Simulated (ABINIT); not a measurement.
Input of an ABINIT 10.8.3 (patched build) run:

File run.abi:

```
# Pseudopotentials
pp_dirpath "./"
pseudos "Te.upf, Ti.upf"

# Structure
acell 3*1.0
rprim
     7.1374955727     0.0000000000     0.0000000000
    -3.5687477864     6.1812524854     0.0000000000
     0.0000000000     0.0000000000    12.2794403578
ntypat 2
znucl 52 22
natom 3
typat 1 1 2
xred
     0.3333333333     0.6666666667     0.7372000000
     0.6666666667     0.3333333333     0.2628000000
     0.0000000000     0.0000000000     0.0000000000

# Plane-wave basis
ecut 35.0

# k points
kptopt 1
ngkpt 6 6 3
nshiftk 1
shiftk 0.0 0.0 0.0

# Exchange and correlation
ixc 11

# Bands and occupations
nband 27
occopt 3
tsmear 0.05 eV

# SCF cycle
nstep 100
tolvrs 1.0e-10

# Output
iomode 3
prtwf 0
prtden 0
prteig 0
prtebands 0
enunit 2
prtvol 2
```

Potentials or basis: PseudoDojo NC SR PBE v0.4.1 standard.

Run with:

```bash
$ abinit run.abi > log 2>&1
```

Q: Estimate the largest force.

A: 0.039 eV/Å.

Q: Predict the band gap on the k mesh.

A: None (metal or under the smearing width).

Forces on the atoms (eV/Å):
```
Te   0.000  0.000  0.039
Te   0.000  0.000 -0.039
Ti   0.000  0.000  0.000
```

 Spin-orbit coupling is left out, which matters for the levels of Te.
